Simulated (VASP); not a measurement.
Write the native input for VASP 6.6.1 that does the following.

```
Task                   : single point
Functional             : r2SCAN
Potentials or basis    : VASP PAW PBE potentials, release 64 (K_sv)
Cutoff                 : 520 eV
k mesh                 : 14 × 14 × 14
Occupations            : gaussian, width 0.15 eV
Spin                   : no spin polarisation
Dipole correction      : no
Further INCAR settings : ALGO = Normal; EDIFF = 1e-06; NBANDS = 10
```

The system is K.

```xyz
1
Lattice="0.0000 3.3919 3.3919 3.3919 0.0000 3.3919 3.3919 3.3919 0.0000" Properties=species:S:1:pos:R:3 pbc="T T T"
K     0.0000    0.0000    0.0000
```

This isn't the form of K at room conditions, which is bcc.

The input as run:

POSCAR

```
K
1.0
    0.0000000000      3.3918728180      3.3918728180
    3.3918728180      0.0000000000      3.3918728180
    3.3918728180      3.3918728180      0.0000000000
K
1
Direct
    0.0000000000      0.0000000000      0.0000000000
```

INCAR.step1

```
SYSTEM = K
  PREC = Accurate
  ENCUT = 520
  ISMEAR = 0
  SIGMA = 0.15
  LREAL = .FALSE.
  LASPH = .TRUE.
  NELM = 100
  NBANDS = 10
  GGA = PE
  ALGO = Normal
  EDIFF = 1E-4
  LWAVE = .TRUE.
  LCHARG = .FALSE.
```

INCAR.step2

```
SYSTEM = K
  PREC = Accurate
  ENCUT = 520
  EDIFF = 1E-6
  ISMEAR = 0
  SIGMA = 0.15
  LREAL = .FALSE.
  LASPH = .TRUE.
  NELM = 100
  ALGO = Normal
  ISIF = 2
  LWAVE = .FALSE.
  LCHARG = .FALSE.
  METAGGA = R2SCAN
  LMIXTAU = .TRUE.
  NBANDS = 10
  ISTART = 1
```

KPOINTS

```
regular mesh
0
G
  14 14 14
  0 0 0
```

Potentials or basis: VASP PAW PBE potentials, release 64 (K_sv).

Run with:

```bash
$ cat potpaw_PBE.64/K_sv/POTCAR > POTCAR
$ cp INCAR.step1 INCAR
$ mpirun -np 1 vasp_std > vasp.out
$ cp INCAR.step2 INCAR
$ mpirun -np 1 vasp_std > vasp.out
```

Results of the run:

```json
{"Pressure": "-0.1 GPa", "Band gap on the k mesh": "none (metal or under the smearing width)"}
```

Caveat: the PAW data sets were made with another functional, which shifts forces and pressure a little.

It took 2.2 min on 1 thread of Intel(R) Xeon(R) Platinum 8488C (Sapphire Rapids), with other jobs on the host, peak memory 0.25 GiB.
